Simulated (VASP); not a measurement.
# Dielectric function of BN, part 2 of 3

Aim: the dielectric function of BN for independent particles, and its static limit with local fields. The cell has space group P6_3/mmc. The start is a cell from a database of measured crystal structures.

VASP 6.6.1, plane waves and PAW; the level of theory is named at each step.

So far. Step 2 (Ground state): The cell has a gap of 4.24 eV on this mesh and a pressure of +5.2 GPa, which holds the misfit of the given cell and coordinates with this functional, and any error of cutoff, mesh and data sets.

The database entry behind the starting cell differs from later determinations by our own check (about 0.3 % short, minor phase), so it need not match the best structure at ambient conditions.

### 4. Static response with local fields

Level of this step: PBE; plane waves and PAW (N, B) (VASP).

Perturbation theory (LEPSILON) gives the dielectric tensor with local fields, and the Born charges.

Input file INCAR:

```
SYSTEM = BN
PREC = Accurate
ENCUT = 520
EDIFF = 1E-08
NELM = 100
ISMEAR = 0
SIGMA = 0.01
LREAL = .FALSE.
ALGO = Normal
GGA = PE
NBANDS = 14
LWAVE = .FALSE.
LCHARG = .FALSE.
KPAR = 4
LEPSILON = .TRUE.
```

Input file POSCAR:

```
BN
1.0
    2.4982400000      0.0000000000      0.0000000000
   -1.2491200000      2.1635393048      0.0000000000
    0.0000000000      0.0000000000      6.6357000000
N B
2 2
Direct
    0.6666666667      0.3333333333      0.2500000000
    0.3333333333      0.6666666667      0.7500000000
    0.6666666667      0.3333333333      0.7500000000
    0.3333333333      0.6666666667      0.2500000000
```

Input file KPOINTS:

```
Automatic mesh
0
Gamma
14 14 5
0 0 0
```

The projector-augmented-wave data sets are N and B (PBE family, release 64).

On the command line:

```sh
$ mpirun -np 4 vasp_std
```

The program printed:

```text
[... set-up lines as in an earlier step ...]
 entering main loop
       N       E                     dE             d eps       ncg     rms          rms(c)
DAV:   1     0.577023644426E+02    0.57702E+02   -0.81746E+03  2016   0.105E+03
DAV:   2    -0.346892946241E+02   -0.92392E+02   -0.83202E+02  2774   0.245E+02
DAV:   3    -0.387179469867E+02   -0.40287E+01   -0.40026E+01  2664   0.519E+01
DAV:   4    -0.387525658252E+02   -0.34619E-01   -0.34610E-01  2382   0.521E+00
DAV:   5    -0.387529739916E+02   -0.40817E-03   -0.40803E-03  2670   0.547E-01    0.113E+01
DAV:   6    -0.355114034368E+02    0.32416E+01   -0.63697E+00  2478   0.200E+01    0.511E+00
DAV:   7    -0.352205138735E+02    0.29089E+00   -0.54387E-01  2562   0.598E+00    0.316E+00
DAV:   8    -0.351434052830E+02    0.77109E-01   -0.26341E-01  2418   0.364E+00    0.439E-01
DAV:   9    -0.351395130149E+02    0.38923E-02   -0.14769E-02  2286   0.102E+00    0.193E-01
DAV:  10    -0.351404289402E+02   -0.91593E-03   -0.12275E-03  2232   0.289E-01    0.340E-02
DAV:  11    -0.351405339932E+02   -0.10505E-03   -0.11546E-04  2526   0.928E-02    0.246E-02
DAV:  12    -0.351405410804E+02   -0.70871E-05   -0.28291E-05  2160   0.415E-02    0.363E-03
DAV:  13    -0.351405412068E+02   -0.12644E-06   -0.10111E-06  2724   0.794E-03    0.924E-04
DAV:  14    -0.351405413124E+02   -0.10560E-06   -0.16416E-07  2112   0.305E-03    0.254E-04
DAV:  15    -0.351405413129E+02   -0.47817E-09   -0.32572E-09  2148   0.485E-04
   1 F= -.35140541E+02 E0= -.35140541E+02  d E =-.242029E-24
 Linear response reoptimize wavefunctions to high precision
DAV:   1    -0.351405413106E+02    0.23344E-08   -0.44605E-10  1638   0.221E-04
DAV:   2    -0.351405413106E+02    0.14325E-10   -0.38511E-11  1248   0.593E-05
 Linear response G [H, r] |phi>, progress :
  Direction:   1
       N       E                     dE             d eps       ncg     rms
RMM:   1    -0.575001549512E+02   -0.57500E+02    0.50732E+01  4295   0.699E+01
RMM:   2    -0.573981908678E+02    0.10196E+00   -0.27633E+00  3334   0.148E+01
RMM:   3    -0.574365768054E+02   -0.38386E-01   -0.23355E-02  3631   0.127E+00
RMM:   4    -0.574379915043E+02   -0.14147E-02   -0.47303E-04  3808   0.182E-01
RMM:   5    -0.574380196037E+02   -0.28099E-04   -0.10375E-05  3774   0.270E-02
RMM:   6    -0.574380210888E+02   -0.14851E-05   -0.90728E-07  3815   0.466E-03
RMM:   7    -0.574380211447E+02   -0.55891E-07   -0.94169E-06  3576   0.117E-03
RMM:   8    -0.574380211398E+02    0.48535E-08    0.76232E-06  2734   0.527E-04
RMM:   9    -0.574380211423E+02   -0.24461E-08    0.34822E-06  2434   0.446E-04
RMM:  10    -0.574380211384E+02    0.38394E-08    0.10152E-05  2171   0.432E-04
RMM:  11    -0.574380211449E+02   -0.64666E-08    0.54893E-06  2060   0.432E-04
RMM:  12    -0.574380211474E+02   -0.24873E-08    0.10766E-05  1924   0.432E-04
 Linear response G [H, r] |phi>, progress :
  Direction:   2
       N       E                     dE             d eps       ncg     rms
RMM:   1    -0.609004239921E+02   -0.60900E+02   -0.15061E+01  4071   0.665E+01
RMM:   2    -0.610844485130E+02   -0.18402E+00   -0.17557E+00  3368   0.120E+01
RMM:   3    -0.611051817026E+02   -0.20733E-01   -0.17477E-02  3581   0.100E+00
RMM:   4    -0.611057144311E+02   -0.53273E-03   -0.29838E-04  3694   0.141E-01
RMM:   5    -0.611057247522E+02   -0.10321E-04   -0.85035E-06  3730   0.196E-02
RMM:   6    -0.611057251387E+02   -0.38649E-06   -0.85312E-07  3757   0.323E-03
RMM:   7    -0.611057251474E+02   -0.87182E-08    0.83072E-07  3453   0.784E-04
RMM:   8    -0.611057251457E+02    0.17092E-08   -0.16335E-05  2638   0.393E-04
RMM:   9    -0.611057251449E+02    0.76335E-09   -0.15452E-05  2278   0.352E-04
RMM:  10    -0.611057251456E+02   -0.65401E-09   -0.15058E-05  2062   0.349E-04
RMM:  11    -0.611057251452E+02    0.38341E-09   -0.17261E-05  1943   0.349E-04
RMM:  12    -0.611057251500E+02   -0.47650E-08   -0.20356E-05  1856   0.350E-04
 Linear response G [H, r] |phi>, progress :
  Direction:   3
       N       E                     dE             d eps       ncg     rms
RMM:   1    -0.555882269786E+02   -0.55588E+02    0.10683E+02  3732   0.788E+01
RMM:   2    -0.588500318888E+02   -0.32618E+01   -0.17311E+00  3278   0.108E+01
RMM:   3    -0.588745977613E+02   -0.24566E-01   -0.24845E-02  3445   0.999E-01
RMM:   4    -0.588751599970E+02   -0.56224E-03   -0.76249E-04  3579   0.179E-01
RMM:   5    -0.588751718083E+02   -0.11811E-04   -0.19905E-05  3507   0.242E-02
RMM:   6    -0.588751722615E+02   -0.45325E-06   -0.21651E-06  3430   0.501E-03
RMM:   7    -0.588751722808E+02   -0.19234E-07   -0.12949E-06  2942   0.126E-03
RMM:   8    -0.588751722818E+02   -0.10831E-08   -0.12307E-06  2743   0.615E-04
RMM:   9    -0.588751722839E+02   -0.20639E-08   -0.13167E-06  2231   0.495E-04
RMM:  10    -0.588751722883E+02   -0.43673E-08   -0.13441E-06  1979   0.476E-04
RMM:  11    -0.588751722892E+02   -0.89825E-09   -0.10296E-06  1837   0.475E-04
RMM:  12    -0.588751722988E+02   -0.96495E-08    0.13810E-05  1615   0.472E-04
 Linear response to external field (no local field effect), progress :
  Direction:   1
       N       E                     dE             d eps       ncg     rms          rms(c)
RMM:   1    -0.411810885496E+00   -0.41181E+00   -0.18613E+00  3979   0.310E+00
RMM:   2    -0.422745807754E+00   -0.10935E-01   -0.36003E-03  3429   0.347E-01
RMM:   3    -0.422779517973E+00   -0.33710E-04   -0.43957E-05  3509   0.309E-02
RMM:   4    -0.422780034895E+00   -0.51692E-06   -0.64658E-07  3669   0.427E-03
RMM:   5    -0.422780042349E+00   -0.74545E-08   -0.14236E-08  3384   0.520E-04
 change of polarisation eV/A/(eV/A) component  1 :     0.846     0.210    -0.024
 dielectric tensor                  component  1 :     5.266     1.061    -0.122
 Linear response to external field (no local field effect), progress :
  Direction:   2
       N       E                     dE             d eps       ncg     rms          rms(c)
RMM:   1    -0.329898752781E+00   -0.32990E+00   -0.13026E+00  3854   0.297E+00
RMM:   2    -0.338450033331E+00   -0.85513E-02   -0.26575E-03  3396   0.325E-01
RMM:   3    -0.338479055805E+00   -0.29022E-04   -0.34550E-05  3510   0.286E-02
RMM:   4    -0.338479515353E+00   -0.45955E-06   -0.59818E-07  3652   0.438E-03
RMM:   5    -0.338479521622E+00   -0.62690E-08   -0.13208E-08  3366   0.513E-04
 change of polarisation eV/A/(eV/A) component  2 :     0.210     0.677    -0.033
 dielectric tensor                  component  2 :     1.061     4.415    -0.166
 Linear response to external field (no local field effect), progress :
  Direction:   3
       N       E                     dE             d eps       ncg     rms          rms(c)
RMM:   1    -0.196165561958E+00   -0.19617E+00   -0.46568E-01  3933   0.238E+00
RMM:   2    -0.199401521835E+00   -0.32360E-02   -0.26612E-03  3329   0.383E-01
RMM:   3    -0.199424573051E+00   -0.23051E-04   -0.25044E-05  3365   0.272E-02
RMM:   4    -0.199424894770E+00   -0.32172E-06   -0.38891E-07  3424   0.385E-03
RMM:   5    -0.199424899076E+00   -0.43053E-08   -0.84725E-09  3125   0.397E-04
 change of polarisation eV/A/(eV/A) component  3 :    -0.024    -0.033     0.399
 dielectric tensor                  component  3 :    -0.122    -0.166     3.012
 Linear response to external field, progress :
  Direction:   1
       N       E                     dE             d eps       ncg     rms          rms(c)
RMM:   1    -0.371321556763E+00   -0.37132E+00   -0.15866E+00  9166   0.296E+00
RMM:   2    -0.380598939609E+00   -0.92774E-02   -0.30660E-03  8010   0.324E-01    0.842E-01
RMM:   3    -0.376786271659E+00    0.38127E-02   -0.56102E-03  8197   0.521E-01    0.498E-01
RMM:   4    -0.391957756932E+00   -0.15171E-01   -0.78130E-03  8160   0.621E-01    0.844E-02
RMM:   5    -0.395394032432E+00   -0.34363E-02   -0.19119E-04  8323   0.108E-01    0.893E-03
RMM:   6    -0.395593206587E+00   -0.19917E-03   -0.32630E-06  8745   0.123E-02    0.411E-03
RMM:   7    -0.395810323735E+00   -0.21712E-03   -0.10419E-06  8352   0.760E-03    0.425E-04
RMM:   8    -0.395817701584E+00   -0.73778E-05   -0.53802E-09  8959   0.781E-04    0.181E-04
RMM:   9    -0.395819932759E+00   -0.22312E-05   -0.88642E-08  8315   0.477E-04    0.154E-05
RMM:  10    -0.395819786647E+00    0.14611E-06    0.52658E-08  5863   0.743E-05    0.593E-06
 change of polarisation eV/A/(eV/A) component  1 :     0.742     0.045     0.006
 dielectric tensor                  component  1 :     4.746     0.226     0.032
 Linear response to external field, progress :
  Direction:   2
       N       E                     dE             d eps       ncg     rms          rms(c)
RMM:   1    -0.371064638886E+00   -0.37106E+00   -0.15840E+00  9386   0.298E+00
RMM:   2    -0.380597896234E+00   -0.95333E-02   -0.31344E-03  8034   0.330E-01    0.842E-01
RMM:   3    -0.376786196960E+00    0.38117E-02   -0.55856E-03  8279   0.521E-01    0.497E-01
RMM:   4    -0.391944679869E+00   -0.15158E-01   -0.78361E-03  8254   0.621E-01    0.844E-02
RMM:   5    -0.395397088331E+00   -0.34524E-02   -0.19450E-04  8394   0.107E-01    0.898E-03
RMM:   6    -0.395586114289E+00   -0.18903E-03    0.74588E-07  8752   0.120E-02    0.423E-03
RMM:   7    -0.395809230214E+00   -0.22312E-03   -0.12259E-06  8413   0.778E-03    0.423E-04
RMM:   8    -0.395817020315E+00   -0.77901E-05   -0.83755E-07  8987   0.718E-04    0.181E-04
RMM:   9    -0.395819567667E+00   -0.25474E-05   -0.17852E-07  7989   0.432E-04    0.219E-05
RMM:  10    -0.395819904127E+00   -0.33646E-06    0.75423E-08  6540   0.936E-05    0.814E-06
 change of polarisation eV/A/(eV/A) component  2 :     0.045     0.742    -0.027
 dielectric tensor                  component  2 :     0.226     4.746    -0.134
 Linear response to external field, progress :
  Direction:   3
       N       E                     dE             d eps       ncg     rms          rms(c)
RMM:   1    -0.196165561958E+00   -0.19617E+00   -0.46568E-01  3933   0.238E+00
RMM:   2    -0.199401521508E+00   -0.32360E-02   -0.26612E-03  3329   0.383E-01    0.663E-01
RMM:   3    -0.176188391599E+00    0.23213E-01   -0.19118E-02  3045   0.853E-01    0.342E-01
RMM:   4    -0.180375142335E+00   -0.41868E-02   -0.18474E-02  3219   0.823E-01    0.108E-01
RMM:   5    -0.185930222179E+00   -0.55551E-02   -0.43593E-04  3328   0.157E-01    0.120E-02
RMM:   6    -0.186246894159E+00   -0.31667E-03   -0.11031E-05  3436   0.187E-02    0.564E-03
RMM:   7    -0.186511028023E+00   -0.26413E-03   -0.19981E-06  3365   0.106E-02    0.886E-04
RMM:   8    -0.186538041854E+00   -0.27014E-04   -0.93460E-08  3429   0.200E-03    0.259E-04
RMM:   9    -0.186531453951E+00    0.65879E-05   -0.11974E-08  3456   0.686E-04    0.326E-05
RMM:  10    -0.186531311263E+00    0.14269E-06   -0.80638E-10  2819   0.105E-04    0.102E-05
RMM:  11    -0.186531527687E+00   -0.21642E-06   -0.53557E-10  2118   0.580E-05    0.223E-06
 change of polarisation eV/A/(eV/A) component  3 :    -0.024    -0.033     0.335
 dielectric tensor                  component  3 :    -0.122    -0.165     2.688
 Born effective charges drift removed
```

Elapsed: 91 s, on 4 MPI ranks of Intel Xeon Platinum 8559C (Emerald Rapids), shared host; peak memory 1.3 GiB.

From OUTCAR (step 4):

```text
 Found     72 irreducible k-points:

   k-points           NKPTS =     72   k-points in BZ     NKDIM =     72   number of bands    NBANDS=     14

   NELECT =      16.0000    total number of electrons

  Total        1.4358571      1.4358571      0.6372083      0.0000000     -0.0000000      0.0000000
  in kB       64.1410562     64.1410562     28.4646816      0.0000000     -0.0000000      0.0000000
  external PRESSURE =      52.2489313 kB  Pullay stress =       0.0000000 kB

 POSITION                                       TOTAL-FORCE (eV/Angst)
 -----------------------------------------------------------------------------------
      1.24912      0.72118      1.65892         0.000000      0.000000      0.000000
     -0.00000      1.44236      4.97677        -0.000000     -0.000000      0.000000
      1.24912      0.72118      4.97677         0.000000      0.000000      0.000000
     -0.00000      1.44236      1.65892         0.000000     -0.000000      0.000000
 -----------------------------------------------------------------------------------
    total drift:                                0.000000     -0.000000      0.000000

 MACROSCOPIC STATIC DIELECTRIC TENSOR (including local field effects in DFT)
 ------------------------------------------------------
           4.745545     0.000000     0.000000
           0.000000     4.745545    -0.000000
           0.000000     0.000000     2.688243
 ------------------------------------------------------

 PIEZOELECTRIC TENSOR (including local field effects)  for field in x, y, z        (C/m^2)
          XX          YY          ZZ          XY          YZ          ZX
  --------------------------------------------------------------------------------
  x     0.00000     0.00000     0.00000     0.00000     0.00000     0.00000
  y     0.00000     0.00000     0.00000     0.00000     0.00000     0.00000
  z     0.00000     0.00000     0.00000     0.00000     0.00000     0.00000

 BORN EFFECTIVE CHARGES (including local field effects) (in |e|, cummulative output)
 ---------------------------------------------------------------------------------
 ion    1
    1    -2.70636     0.00000     0.00000
    2     0.00000    -2.70636     0.00000
    3     0.00000     0.00000    -0.74654
 ion    2
    1    -2.70636     0.00000     0.00000
    2     0.00000    -2.70636     0.00000
    3     0.00000     0.00000    -0.74654
 ion    3
    1     2.70636     0.00000     0.00000
    2     0.00000     2.70636     0.00000
    3     0.00000     0.00000     0.74654
 ion    4
    1     2.70636     0.00000     0.00000
    2     0.00000     2.70636     0.00000
    3     0.00000     0.00000     0.74654

[... 9 parts as in an earlier step ...]
```

Energies printed during the response cycles are not total energies of the cell.

This step gave:

| Item | Value |
| --- | --- |
| Fermi energy | 2.402 eV |
| pressure | 5.225 GPa |

Electronic dielectric tensor with local fields:

```
4.75 0.00 0.00
0.00 4.75 0.00
0.00 0.00 2.69
```

Born effective charge (e), principal values of the symmetric part by kind of site:

```tsv
atom	atoms with these values	low	middle	high	mean
N1	2	-2.71	-2.71	-0.75	-2.05
B3	2	0.75	2.71	2.71	2.05
```

In full for N1:

```
-2.71  0.00  0.00
 0.00 -2.71  0.00
 0.00  0.00 -0.75
```

The mean electronic (clamped-ion) dielectric constant is 4.06.

(Continued in part 3 of 3.)

[Lines on the potential files, build, host, timing and source positions are cut from VASP's logs without a mark.]

[Logs are printed without paths, hosts, clocks, repeated set-up lines and the standing remarks that a program may print on its own settings, such as how far it seeks lower states.]

[Hosts, paths, dates, database ids (printed as entryN), source tags and the programs' standing remarks are cut or masked in the printed files.]
